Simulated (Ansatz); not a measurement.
The calculation used DFT PBE, scalar-relativistic, plane waves, PAW (Ansatz 0.2.0). All cells share a 420 eV cutoff and Γ-centred k meshes spaced at most about 0.3 Å⁻¹ (about 0.25 or finer for metals, 2π included). No spin polarisation.

These are static total energies at zero pressure.

Question: Which of these relaxed structures of Zr3H is the lowest in energy?
1.

Space group P3m1 (No. 156). a = 3.189 Å, b = 3.189 Å, c = 8.170 Å, α = 90.00°, β = 90.00°, γ = 120.00°
```csv
atom,site,symmetry,x,y,z
Zr,1b,3m.,0.3333,0.6667,0.9674
Zr,1c,3m.,0.6667,0.3333,0.2777
Zr,1c,3m.,0.6667,0.3333,0.6369
H,1a,3m.,0.0000,0.0000,0.7946
```

2.

Space group C2 (No. 5). a = 9.340 Å, b = 5.867 Å, c = 5.230 Å, α = 90.00°, β = 90.13°, γ = 90.00°
| atom | site | symmetry | x | y | z |
| --- | --- | --- | --- | --- | --- |
| Zr | 2b | 2 | 0.5000 | 0.1253 | 0.5000 |
| Zr | 4c | 1 | 0.8335 | 0.8564 | 0.9906 |
| Zr | 2a | 2 | 0.5000 | 0.8457 | 0.0000 |
| Zr | 4c | 1 | 0.8338 | 0.1156 | 0.4913 |
| H | 4c | 1 | 0.3358 | 0.0401 | 0.7863 |

3.

Space group P6_322 (No. 182). a = 5.616 Å, b = 5.616 Å, c = 5.236 Å, α = 90.00°, β = 90.00°, γ = 120.00°
| atom | site | symmetry | x | y | z |
| --- | --- | --- | --- | --- | --- |
| Zr | 6g | .2. | 0.6705 | 0.6705 | 0.0000 |
| H | 2c | 3.2 | 0.3333 | 0.6667 | 0.2500 |

Answer: 2. The next of these, cell 3, lies 14 meV/atom higher. Counting Zr atoms around H (those within 1.25 times the shortest such distance or 1.15 times the sum of covalent radii, 1.27 where that leaves under three): cell 2 has H 5; cell 3 has H 6; cell 1 has H 6. Origin: cell 1 and cell 3, invented; cell 2, invented, then shaken at random and relaxed again. The lowest form computed isn't among them: it has space group Cmc2_1 (No. 36), 18.3 Å³/atom and lies 23 meV/atom below the best shown.

The k mesh leaves some 4 meV/atom of noise in the energy of each metallic cell. With hydrogen, zero-point motion can shift such differences by 10 meV/atom or more. Cells relaxed within their symmetry can be saddle points. Some candidate types were left out of the draw beforehand, so a known form may be missing.
